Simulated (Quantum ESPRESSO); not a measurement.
# PbS2 (I4/mcm) in Quantum ESPRESSO: band structure with r2SCAN

Aim: the band structure of PbS2 with r2SCAN.

Everything below comes from runs of Quantum ESPRESSO 7.5. Logs are shortened: lines on timing, memory, paths and dates and some standing lists are left out, and cuts for length are marked.

## (1) The structure

It takes space group I4/mcm (No. 140, tetragonal). Conventional cell: a = 6.150 Å, b = 6.150 Å, c = 7.553 Å, α = 90.00°, β = 90.00°, γ = 90.00°. Around Pb (site symmetry 422) lie 8 S at 3.10 Å. Around S (site symmetry m2m) lie 1 S at 2.07 Å.

The cell comes from a database or a generator and needn't be the stable form of this composition.

## (2) Band structure, r2SCAN

The input, pw.in:

```
&CONTROL
  calculation = 'scf'
  prefix = 'pwscf'
  outdir = './tmp'
  pseudo_dir = './pseudo'
  tprnfor = .true.
  tstress = .true.
  disk_io = 'low'
/
&SYSTEM
  ibrav = 0
  celldm(1) = 8
  nat = 6
  ntyp = 2
  ecutwfc = 56
  nbnd = 36
  input_dft = 'r2scan'
  occupations = 'smearing'
  smearing = 'fd'
  degauss = 0.00367493
  nosym = .true.
/
&ELECTRONS
  conv_thr = 1d-08
  electron_maxstep = 120
  mixing_beta = 0.5
/
ATOMIC_SPECIES
Pb   207.2000 Pb_ONCV_PBE-1.2.upf
S     32.0600 S_ONCV_PBE-1.2.upf
CELL_PARAMETERS alat
 -0.7263557241894   0.7263557241894   0.8920920705267
  0.7263557241894  -0.7263557241894   0.8920920705267
  0.7263557241894   0.7263557241894  -0.8920920705267
ATOMIC_POSITIONS crystal
Pb     0.2500000000    0.2500000000    0.0000000000
Pb     0.7500000000    0.7500000000    0.0000000000
S      0.3809680250    0.1190319750    0.5000000000
S      0.6190319750    0.8809680250    0.5000000000
S      0.8809680250    0.3809680250    0.2619360500
S      0.1190319750    0.6190319750    0.7380639500
K_POINTS automatic
4 4 4 0 0 0
```

The input, bands.in:

```
&CONTROL
  calculation = 'bands'
  prefix = 'pwscf'
  outdir = './tmp'
  pseudo_dir = './pseudo'
  disk_io = 'low'
  verbosity = 'high'
/
&SYSTEM
  ibrav = 0
  celldm(1) = 8
  nat = 6
  ntyp = 2
  ecutwfc = 56
  nbnd = 36
  input_dft = 'r2scan'
  occupations = 'smearing'
  smearing = 'fd'
  degauss = 0.00367493
  nosym = .true.
/
&ELECTRONS
  conv_thr = 1d-08
  electron_maxstep = 120
  mixing_beta = 0.5
  diago_full_acc = .true.
  startingwfc = 'random'
/
ATOMIC_SPECIES
Pb   207.2000 Pb_ONCV_PBE-1.2.upf
S     32.0600 S_ONCV_PBE-1.2.upf
CELL_PARAMETERS alat
 -0.7263557241894   0.7263557241894   0.8920920705267
  0.7263557241894  -0.7263557241894   0.8920920705267
  0.7263557241894   0.7263557241894  -0.8920920705267
ATOMIC_POSITIONS crystal
Pb     0.2500000000    0.2500000000    0.0000000000
Pb     0.7500000000    0.7500000000    0.0000000000
S      0.3809680250    0.1190319750    0.5000000000
S      0.6190319750    0.8809680250    0.5000000000
S      0.8809680250    0.3809680250    0.2619360500
S      0.1190319750    0.6190319750    0.7380639500
K_POINTS crystal
60
 0.0000000000  0.0000000000  0.0000000000 1
 0.0000000000  0.0000000000  0.0714285714 1
 0.0000000000  0.0000000000  0.1428571429 1
 0.0000000000  0.0000000000  0.2142857143 1
 0.0000000000  0.0000000000  0.2857142857 1
 0.0000000000  0.0000000000  0.3571428571 1
 0.0000000000  0.0000000000  0.4285714286 1
 0.0000000000  0.0000000000  0.5000000000 1
-0.0828684817  0.0828684817  0.5000000000 1
-0.1657369633  0.1657369633  0.5000000000 1
-0.2486054450  0.2486054450  0.5000000000 1
-0.3314739266  0.3314739266  0.5000000000 1
-0.4157369633  0.4157369633  0.4157369633 1
-0.3695439674  0.3695439674  0.3695439674 1
-0.3233509715  0.3233509715  0.3233509715 1
-0.2771579755  0.2771579755  0.2771579755 1
-0.2309649796  0.2309649796  0.2309649796 1
-0.1847719837  0.1847719837  0.1847719837 1
-0.1385789878  0.1385789878  0.1385789878 1
-0.0923859918  0.0923859918  0.0923859918 1
-0.0461929959  0.0461929959  0.0461929959 1
 0.0000000000  0.0000000000  0.0000000000 1
 0.0555555556  0.0555555556 -0.0555555556 1
 0.1111111111  0.1111111111 -0.1111111111 1
 0.1666666667  0.1666666667 -0.1666666667 1
 0.2222222222  0.2222222222 -0.2222222222 1
 0.2777777778  0.2777777778 -0.2777777778 1
 0.3333333333  0.3333333333 -0.3333333333 1
 0.3888888889  0.3888888889 -0.3888888889 1
 0.4444444444  0.4444444444 -0.4444444444 1
 0.5000000000  0.5000000000 -0.5000000000 1
 0.4157369633  0.5842630367 -0.4157369633 1
 0.3464474694  0.5702191972 -0.3464474694 1
 0.2771579755  0.5561753578 -0.2771579755 1
 0.2078684817  0.5421315183 -0.2078684817 1
 0.1385789878  0.5280876789 -0.1385789878 1
 0.0692894939  0.5140438394 -0.0692894939 1
 0.0000000000  0.5000000000  0.0000000000 1
 0.0416666667  0.4583333333  0.0416666667 1
 0.0833333333  0.4166666667  0.0833333333 1
 0.1250000000  0.3750000000  0.1250000000 1
 0.1666666667  0.3333333333  0.1666666667 1
 0.2083333333  0.2916666667  0.2083333333 1
 0.2500000000  0.2500000000  0.2500000000 1
 0.2857142857  0.2857142857  0.1669322962 1
 0.3214285714  0.3214285714  0.0838645924 1
 0.3571428571  0.3571428571  0.0007968886 1
 0.3928571429  0.3928571429 -0.0822708152 1
 0.4285714286  0.4285714286 -0.1653385190 1
 0.4642857143  0.4642857143 -0.2484062228 1
 0.5000000000  0.5000000000 -0.3314739266 1
 0.5000000000  0.5000000000 -0.3876492844 1
 0.5000000000  0.5000000000 -0.4438246422 1
 0.5000000000  0.5000000000 -0.5000000000 1
 0.0000000000  0.0000000000  0.5000000000 1
 0.0500000000  0.0500000000  0.4500000000 1
 0.1000000000  0.1000000000  0.4000000000 1
 0.1500000000  0.1500000000  0.3500000000 1
 0.2000000000  0.2000000000  0.3000000000 1
 0.2500000000  0.2500000000  0.2500000000 1
```

Potentials or basis: SG15 PBE 1.2.

Run with:

```bash
$ OMP_NUM_THREADS=1 mpirun -n 4 pw.x -nk 2 -in pw.in > pw.out
$ OMP_NUM_THREADS=1 mpirun -n 4 pw.x -nk 4 -in bands.in > bands.out
```

pw.out:

```text
This program is part of the open-source Quantum ESPRESSO suite
     for quantum simulation of materials; please cite
         "P. Giannozzi et al., J. Phys.:Condens. Matter 21 395502 (2009);
         "P. Giannozzi et al., J. Phys.:Condens. Matter 29 465901 (2017);
         "P. Giannozzi et al., J. Chem. Phys. 152 154105 (2020);
     in publications or presentations arising from this work. More details at

     IMPORTANT: XC functional enforced from input :
     Exchange-correlation= R2SCAN
                           (   0   0   0   0   0 497 498)
     Any further DFT definition will be discarded
     Please, verify this is what you really want

     K-points division:     npool     =       2
     Subspace diagonalization in iterative solution of the eigenvalue problem:
     a serial algorithm will be used

     --------------------
     sticks:   dense  smooth     PW     G-vecs:    dense   smooth      PW
     Min        1041    1041    325                27268    27268    4803
     Max        1042    1042    326                27269    27269    4804
     Sum        2083    2083    651                54537    54537    9607

     Using Slab Decomposition

     bravais-lattice index     =            0
     lattice parameter (alat)  =       8.0000  a.u.
     unit-cell volume          =     963.9142 (a.u.)^3
     number of atoms/cell      =            6
     number of atomic types    =            2
     number of electrons       =        52.00
     number of Kohn-Sham states=           36
     kinetic-energy cutoff     =      56.0000  Ry
     charge density cutoff     =     224.0000  Ry
     scf convergence threshold =      1.0E-08
     mixing beta               =       0.5000
     number of iterations used =            8  plain     mixing
     Exchange-correlation= R2SCAN
                           (   0   0   0   0   0 497 498)

     celldm(1)=   8.000000  celldm(2)=   0.000000  celldm(3)=   0.000000
     celldm(4)=   0.000000  celldm(5)=   0.000000  celldm(6)=   0.000000

     crystal axes: (cart. coord. in units of alat)
               a(1) = (  -0.726356   0.726356   0.892092 )
               a(2) = (   0.726356  -0.726356   0.892092 )
               a(3) = (   0.726356   0.726356  -0.892092 )

     reciprocal axes: (cart. coord. in units 2 pi/alat)
               b(1) = (  0.000000  0.688368  0.560480 )
               b(2) = (  0.688368  0.000000  0.560480 )
               b(3) = (  0.688368  0.688368  0.000000 )

     PseudoPot. # 1 for Pb read from file:
     Pb_ONCV_PBE-1.2.upf
     Pseudo is Norm-conserving, Zval = 14.0
     Generated using ONCVPSP code by D. R. Hamann
     Using radial grid of  602 points,  8 beta functions with:
                l(1) =   0
                l(2) =   0
                l(3) =   1
                l(4) =   1
                l(5) =   2
                l(6) =   2
                l(7) =   3
                l(8) =   3

     PseudoPot. # 2 for S  read from file:
     S_ONCV_PBE-1.2.upf
     Pseudo is Norm-conserving, Zval =  6.0
     Generated using ONCVPSP code by D. R. Hamann
     Using radial grid of  602 points,  4 beta functions with:
                l(1) =   0
                l(2) =   0
                l(3) =   1
                l(4) =   1

     atomic species   valence    mass     pseudopotential
     Pb               14.00   207.20000     Pb( 1.00)
     S                 6.00    32.06000     S ( 1.00)

     No symmetry found

   Cartesian axes

     site n.     atom                  positions (alat units)
         1        Pb     tau(   1) = (   0.0000000   0.0000000   0.4460460  )
         2        Pb     tau(   2) = (   0.0000000  -0.0000000   1.3381381  )
         3        S      tau(   3) = (   0.1729191   0.5534366   0.0000000  )
         4        S      tau(   4) = (   0.5534366   0.1729191   0.8920921  )
         5        S      tau(   5) = (  -0.1729191   0.5534366   0.8920921  )
         6        S      tau(   6) = (   0.8992748   0.1729191   0.0000000  )

     number of k points=    36  Fermi-Dirac smearing, width (Ry)=  0.0037
                       cart. coord. in units 2pi/alat
        k(    1) = (   0.0000000   0.0000000   0.0000000), wk =   0.0312500
        k(    2) = (   0.1720920   0.1720920   0.0000000), wk =   0.0625000
        k(    3) = (  -0.3441840  -0.3441840   0.0000000), wk =   0.0312500
        k(    4) = (   0.1720920   0.0000000   0.1401201), wk =   0.0625000
        k(    5) = (   0.3441840   0.1720920   0.1401201), wk =   0.0625000
        k(    6) = (  -0.1720920  -0.3441840   0.1401201), wk =   0.0625000
[... 28 lines left out ...]
        k(   35) = (  -0.1720920  -0.1720920  -0.5604803), wk =   0.0625000
        k(   36) = (  -0.6883679  -0.6883679  -0.5604803), wk =   0.0312500

     Dense  grid:    54537 G-vectors     FFT dimensions: (  54,  54,  54)

     WARNING: libxc functional with ID  497 depends
      on external parameters: check the user_guide of
      QE if you need to modify them or to check their
      default values.

     WARNING: libxc functional with ID  498 depends
      on external parameters: check the user_guide of
      QE if you need to modify them or to check their
      default values.

     Initial potential from superposition of free atoms

     starting charge      51.7546, renormalised to      52.0000
     Starting wfcs are random

     Self-consistent Calculation

     iteration #  1     ecut=    56.00 Ry     beta= 0.50
     Davidson diagonalization with overlap
     ethr =  1.00E-02,  avg # of iterations =  9.9

     total energy              =    -306.23330648 Ry
     estimated scf accuracy    <      19.30632675 Ry

     iteration #  2     ecut=    56.00 Ry     beta= 0.50
     Davidson diagonalization with overlap
     ethr =  1.00E-02,  avg # of iterations =  1.0
[... 50 lines left out ...]
     total energy              =    -306.50229182 Ry
     estimated scf accuracy    <       0.00000003 Ry

     iteration # 10     ecut=    56.00 Ry     beta= 0.50
     Davidson diagonalization with overlap
     ethr =  5.14E-11,  avg # of iterations =  2.0

     End of self-consistent calculation

          k = 0.0000 0.0000 0.0000 (  6829 PWs)   bands (ev):

    -8.5557  -8.5426  -8.5426  -8.4951  -8.4418  -8.4265  -8.4265  -8.4217
    -8.4049  -8.3903  -7.8574  -6.8723  -2.9225  -2.9225  -0.7886   0.4425
     3.1957   3.8520   3.8520   3.9858   4.2505   4.7396   4.9461   5.3068
     5.3068   8.3014  11.8473  11.8473  11.9125  11.9125  12.6214  12.6214
    13.2294  13.3795  13.4948  15.0491

          k = 0.1721 0.1721 0.0000 (  6782 PWs)   bands (ev):
[... 33 lines left out ...]
    -8.5998  -8.5252  -8.4914  -8.4764  -8.4494  -8.4444  -8.4404  -8.4363
    -8.4275  -8.4155  -7.3446  -7.0713  -3.6668  -3.2367  -0.1893  -0.0342
     2.6020   3.2821   3.6635   4.4915   4.8027   5.3028   6.2752   6.4783
     7.3298   7.8427  10.0878  10.4230  11.0283  11.4226  11.6904  11.9166
    12.6625  13.0828  15.6427  16.1269

          k = 0.0000-0.1721 0.1401 (  6808 PWs)   bands (ev):

    -8.5508  -8.5314  -8.5242  -8.4781  -8.4478  -8.4447  -8.4371  -8.4266
    -8.4147  -8.4143  -7.6795  -6.9355  -3.1332  -3.0806  -0.6356   0.0261
     2.7402   3.8239   3.9446   4.2917   4.3935   5.1489   5.2188   5.8273
     6.7102   7.7050  10.7093  10.9648  11.4654  11.6187  12.1432  12.6494
    13.0738  13.4536  14.8213  15.5951

          k =-0.3442-0.0000-0.2802 (  6816 PWs)   bands (ev):

    -8.5225  -8.5225  -8.4792  -8.4792  -8.4725  -8.4725  -8.4417  -8.4417
    -8.4345  -8.4345  -7.2462  -7.2462  -3.2868  -3.2868  -0.3843  -0.3843
     2.9639   2.9639   4.1647   4.1647   5.2117   5.2117   6.2814   6.2814
     7.5520   7.5520   9.9003   9.9003  11.2188  11.2188  12.2885  12.2885
    12.7672  12.7672  16.1971  16.1971
[... 219 lines left out ...]
    -8.5488  -8.5375  -8.4953  -8.4953  -8.4622  -8.4393  -8.4393  -8.4124
    -8.4122  -8.4102  -7.4590  -6.9277  -3.2695  -3.2695  -1.0135  -0.9439
     2.6957   3.3479   4.1080   4.1080   5.5259   5.5272   7.1107   7.1107
     8.3580   8.5510  10.2827  10.4011  10.4011  11.3776  11.3776  11.9921
    12.5161  12.5161  13.6513  14.4050

     the Fermi energy is     8.7078 ev

!    total energy              =    -306.50229182 Ry
     estimated scf accuracy    <          1.0E-08 Ry
     smearing contrib. (-TS)   =      -0.00004987 Ry
     internal energy E=F+TS    =    -306.50224196 Ry

     The total energy is F=E-TS. E is the sum of the following terms:
     one-electron contribution =     -57.39575377 Ry
     hartree contribution      =      55.32076991 Ry
     xc contribution           =     -44.84477050 Ry
     ewald contribution        =    -259.58248759 Ry

     convergence has been achieved in  10 iterations

     Forces acting on atoms (cartesian axes, Ry/au):

     atom    1 type  1   force =     0.00001337    0.00000143    0.00000178
     atom    2 type  1   force =    -0.00000511   -0.00000049   -0.00000180
     atom    3 type  2   force =     0.00745402   -0.00745545   -0.00000009
     atom    4 type  2   force =    -0.00745783    0.00745614   -0.00000010
     atom    5 type  2   force =    -0.00745971   -0.00745829    0.00000018
     atom    6 type  2   force =     0.00745526    0.00745665    0.00000003

     Total force =     0.021091     Total SCF correction =     0.000132

     Computing stress (Cartesian axis) and pressure

          total   stress  (Ry/bohr**3)                   (kbar)     P=       -4.51
  -0.00001371   0.00000000   0.00000000           -2.02        0.00        0.00
   0.00000000  -0.00001370  -0.00000000            0.00       -2.02       -0.00
   0.00000000  -0.00000000  -0.00006448            0.00       -0.00       -9.49

=------------------------------------------------------------------------------=
   JOB DONE.
=------------------------------------------------------------------------------=
```

Run time: 7.6 min. Hardware: 4 MPI ranks of Arm Neoverse V2, shared host; peak memory 0.56 GiB.

Results:

```
Free energy             : -4170.1761 eV
Pressure                : -0.5 GPa
Largest force           : 0.271 eV/Å
Band gap on the k mesh  : 0.38 eV, indirect (least direct gap 1.08 eV)
Band gap along the path : 0.38 eV, indirect (least direct gap 0.99 eV)
```

Forces in eV/Å, atoms in the order of the input:
```
Pb   0.000  0.000  0.000
Pb   0.000  0.000  0.000
S    0.192 -0.192  0.000
S   -0.192  0.192  0.000
S   -0.192 -0.192  0.000
S    0.192  0.192  0.000
```

Stress tensor (GPa, compression positive):
```
-0.20  0.00  0.00
 0.00 -0.20  0.00
 0.00  0.00 -0.95
```

Levels at the corners of the path, in eV from the valence-band top:
| point | band 23 | band 24 | band 25 | band 26 | band 27 | band 28 | band 29 | band 30 |
| --- | --- | --- | --- | --- | --- | --- | --- | --- |
| Γ | -3.60 | -3.24 | -3.24 | -0.25 | 3.30 | 3.30 | 3.36 | 3.36 |
| X | -2.67 | -1.42 | -1.25 | -0.39 | 1.45 | 1.52 | 2.33 | 2.83 |
| Y | -1.42 | -1.04 | -0.73 | -0.43 | 0.56 | 2.13 | 2.41 | 2.50 |
| S | -1.61 | -1.06 | -0.42 | -0.41 | 1.10 | 1.83 | 2.46 | 2.57 |
| Γ | -3.60 | -3.24 | -3.24 | -0.25 | 3.30 | 3.30 | 3.36 | 3.36 |
| Z | -1.44 | -1.44 | -0.19 | 0.00 | 1.73 | 1.85 | 1.85 | 2.83 |
| S1 | -1.61 | -1.06 | -0.42 | -0.41 | 1.10 | 1.83 | 2.46 | 2.57 |
| N | -2.27 | -2.27 | -1.00 | -1.00 | 1.35 | 1.35 | 2.67 | 2.67 |
| P | -2.10 | -2.10 | -1.02 | -1.02 | 2.56 | 2.56 | 2.61 | 2.61 |
| Y1 | -1.42 | -1.04 | -0.73 | -0.43 | 0.56 | 2.13 | 2.41 | 2.50 |
| Z | -1.44 | -1.44 | -0.19 | 0.00 | 1.73 | 1.85 | 1.85 | 2.83 |
| X | -2.67 | -1.42 | -1.25 | -0.39 | 1.45 | 1.52 | 2.33 | 2.83 |
| P | -2.10 | -2.10 | -1.02 | -1.02 | 2.56 | 2.56 | 2.61 | 2.61 |

Caveat: the potentials were made for another functional, which shifts forces and pressure; spin-orbit coupling is left out, which as a rule narrows the gap of such compounds by several tenths of an eV.
